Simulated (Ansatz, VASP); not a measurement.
# Cross-check of GaSi63H (Ga-H pair in Si) between VASP and Ansatz

Wanted: the spread between two codes on one cell, functional and k mesh. The cell is taken from a series of runs on this material, whose earlier steps may have relaxed, scaled, displaced or heated it; both programs get it as it stands.

Program: Ansatz 0.2.0. Level of theory: plane waves, with VASP 6.6.1 beside it; single point at HSE06. Results are calculated unless marked as measured.

## Step 1: Starting point

The cell holds 65 atoms: 63 Si, 1 Ga and 1 H. Cell: a = 10.940 Å, b = 10.940 Å, c = 10.940 Å, α = 90.0°, β = 90.0°, γ = 90.0°. It derives from Si (Si (Fd-3m)). Nearest the centre at fractional (0.346, 0.346, 0.346): H65 at 0.30 Å, Ga64 at 1.06 Å, Si4 at 2.17 Å, Si41 at 2.73 Å, Si26 at 2.73 Å, Si48 at 2.73 Å, Si7 at 3.48 Å, Si5 at 3.51 Å.

## Step 2: VASP: single point, HSE06

With cell and atoms fixed, the geometry can't cause a difference; cores, projectors, grids and the points listed under the comparison can.

Lines of VASP's logs that name or quote its potential files are left out, and so is its time.

The run reads the wave functions of an earlier VASP run, which isn't shown here.

Contents of INCAR:

```
SYSTEM = GaSi63H
PREC = Accurate
ENCUT = 400
EDIFF = 1E-06
NELM = 100
ISMEAR = -1
SIGMA = 0.01
LREAL = Auto
ALGO = Normal
LHFCALC = .TRUE.
AEXX = 0.25
GGA = PE
HFSCREEN = 0.208
LASPH = .TRUE.
NBANDS = 178
PRECFOCK = Fast
LORBIT = 11
LWAVE = .FALSE.
LCHARG = .FALSE.
ISIF = 2
```

Contents of POSCAR:

```
GaSi63H
1.0
   10.9395664856      0.0000000000      0.0000000000
    0.0000000000     10.9395664856      0.0000000000
    0.0000000000      0.0000000000     10.9395664856
Si Ga H
63 1 1
Direct
    0.9972950355      0.9972334244      0.2489342264
    0.9970588929      0.2491283271      0.9967160435
    0.2497700019      0.9990464462      0.9987503723
    0.2303615421      0.2321329706      0.2316518963
    0.1195583843      0.1196266953      0.3758066869
    0.1192738917      0.3759722219      0.1190161689
    0.3770206454      0.1219019646      0.1215831715
    0.0001183670      0.9999256523      0.7493854889
    0.9998114651      0.2508183093      0.4998873048
    0.2505985468      0.9995718674      0.4998098238
    0.2502559922      0.2502269454      0.7494896367
    0.1250906128      0.1249346087      0.8740226005
    0.1246179902      0.3758336756      0.6257349093
    0.3754692478      0.1239265026      0.6260370456
    0.3752014199      0.3752517865      0.8742486776
    0.9998089444      0.5001082720      0.2504442337
    0.0001379541      0.7497271415      0.9996721807
    0.2505552280      0.5000560813      0.9992815177
    0.2502673447      0.7497629413      0.2499601036
    0.1246370546      0.6259361693      0.3754932343
    0.1251326351      0.8743658231      0.1247002112
    0.3754669335      0.6261994297      0.1237487987
    0.3752106899      0.8745488262      0.3749610326
    0.9996850853      0.4999035309      0.7499754386
    0.9996949918      0.7501901136      0.4995694611
    0.2463927496      0.5074576555      0.5072022512
    0.2501363896      0.7527441418      0.7524077733
    0.1251277426      0.6251375543      0.8746670556
    0.1250921744      0.8749384323      0.6247786772
    0.3744920530      0.6291634717      0.6288635904
    0.3756235125      0.8759036285      0.8756677950
    0.5005342481      0.9996845561      0.2509044327
    0.5005528926      0.2512348296      0.9994064264
    0.7494188063      0.9998549154      0.9995739373
    0.7498885315      0.2501727299      0.2498927535
    0.6268951919      0.1237994789      0.3755761455
    0.6268761129      0.3759120924      0.1235812314
    0.8740245961      0.1247531354      0.1244953554
    0.8746595847      0.3751391697      0.3748343563
    0.4998703855      0.9995252688      0.7503791903
    0.5069333473      0.2445636534      0.5064511833
    0.7511376415      0.9994615051      0.4999667570
    0.7516049913      0.2504105694      0.7514944190
    0.6250120270      0.1252087124      0.8746898948
    0.6279262879      0.3742083984      0.6276487045
    0.8752320338      0.1254275194      0.6251161337
    0.8748944279      0.3758330124      0.8742895683
    0.5070215666      0.5067715459      0.2444999400
    0.4998256062      0.7505503170      0.9992748146
    0.7511014021      0.5002740063      0.9991818476
    0.7517141369      0.7519392551      0.2500730512
    0.6280635150      0.6280970326      0.3739264825
    0.6249678059      0.8749734294      0.1248691913
    0.8752392496      0.6254248803      0.1251283000
    0.8750524505      0.8746856847      0.3755296130
    0.5004020986      0.5004231317      0.7498108498
    0.5004312317      0.7501405203      0.5001488431
    0.7499375858      0.5001963612      0.4998840883
    0.7501401952      0.7500840522      0.7497963434
    0.6252503878      0.6251648170      0.8749437270
    0.6252743696      0.8752585990      0.6249032171
    0.8750815019      0.6250166826      0.6247458213
    0.8751290121      0.8750803917      0.8747873563
    0.4024144639      0.4012696175      0.4011292176
    0.3190939429      0.3429705492      0.3401082501
```

Contents of KPOINTS:

```
Automatic mesh
0
Gamma
1 1 1
0 0 0
```

Potentials, in the order of the species: Si, Ga_d and H (PBE family, release 64).

The run is started by

```sh
> export OMP_NUM_THREADS=3
> mpirun -np 1 vasp_gam
```

Numbers of over 12 decimals in the logs are rounded to 6 here.

Log:

```text
[banner, memory and clock lines left out]
running    1 mpi-ranks, on    1 nodes
[...]
Offloading initialized ...    1 GPUs detected
[...]
LDA part: xc-table for (Slater+PW92), standard interpolation
 found WAVECAR, reading the header
 POSCAR, INCAR and KPOINTS ok, starting setup
[...]
reading WAVECAR
 the WAVECAR file was read successfully
 initial charge from wavefunction
 entering main loop
       N       E                     dE             d eps       ncg     rms          rms(c)
DAV:   1    -0.394006747980E+03   -0.39401E+03   -0.12933E+01   432   0.944E+00    0.195E+01
DAV:   2    -0.394096103097E+03   -0.89355E-01   -0.75312E-01   486   0.262E+00    0.124E+01
DAV:   3    -0.394073143479E+03    0.22960E-01   -0.80979E-02   496   0.773E-01    0.752E+00
DAV:   4    -0.394068757587E+03    0.43859E-02   -0.32354E-02   414   0.374E-01    0.438E+00
[...]
DAV:   9    -0.394066206370E+03    0.25496E-04   -0.16500E-05   430   0.799E-03    0.267E-01
DAV:  10    -0.394066200126E+03    0.62438E-05   -0.53111E-06   390   0.516E-03    0.152E-01
DAV:  11    -0.394066199808E+03    0.31811E-06   -0.26326E-06   312   0.369E-03
   1 F= -.39406620E+03 E0= -.39406620E+03  d E =-.150384E-12
```

Parts of OUTCAR (step 2):

```text
  Total        0.5976493     -2.0249081     -1.7436205      2.8804898      1.8766503      3.0259667
  in kB        0.7314029     -2.4780814     -2.1338418      3.5251417      2.2966435      3.7031764
  external PRESSURE =      -1.2935068 kB  Pullay stress =       0.0000000 kB

 POSITION                                       TOTAL-FORCE (eV/Angst)
 -----------------------------------------------------------------------------------
     10.90998     10.90930      2.72323         0.017815      0.020567     -0.164678
     10.90739      2.72536     10.90364         0.018749     -0.168306      0.021931
      2.73238     10.92914     10.92590        -0.131171      0.010928      0.011149
      2.52006      2.53943      2.53417         0.896161      1.034734      1.016368
      1.30792      1.30866      4.11116         0.141883      0.141131      0.168326
      1.30480      4.11297      1.30199         0.150036      0.173392      0.149505
      4.12444      1.33355      1.33007         0.119853      0.085260      0.084649
      0.00129     10.93875      8.19795        -0.005956     -0.006662     -0.017825
     10.93750      2.74384      5.46855        -0.015171      0.016798      0.010806
      2.74144     10.93488      5.46770         0.013872     -0.013151      0.016663
      2.73769      2.73737      8.19909        -0.003416     -0.002080     -0.002999
      1.36844      1.36673      9.56143         0.020773      0.015715     -0.007072
      1.36327      4.11146      6.84527         0.040221     -0.003449     -0.020664
      4.10747      1.35570      6.84857         0.009582      0.030570     -0.019747
[...]
-----------------------------------------------------------------------------------
    total drift:                               -0.006827     -0.048232     -0.017960

  FREE ENERGIE OF THE ION-ELECTRON SYSTEM (eV)
  ---------------------------------------------------
  free  energy   TOTEN  =      -394.0661998082 eV

  energy  without entropy=     -394.0661998082  energy(sigma->0) =     -394.06619981

[... 2 further parts left out ...]
```

The run ends at a pressure of -0.13 GPa, with forces up to 9.2 eV/Å.

[end of part 1 of 2]

[Lines on the potential files, build, host, timing and source positions are cut from VASP's logs without a mark.]

[Logs are printed without paths, hosts, clocks, repeated set-up lines and the standing remarks that a program may print on its own settings, such as how far it seeks lower states.]

[Hosts, paths, dates, database ids (printed as entryN), source tags and the programs' standing remarks are cut or masked in the printed files.]
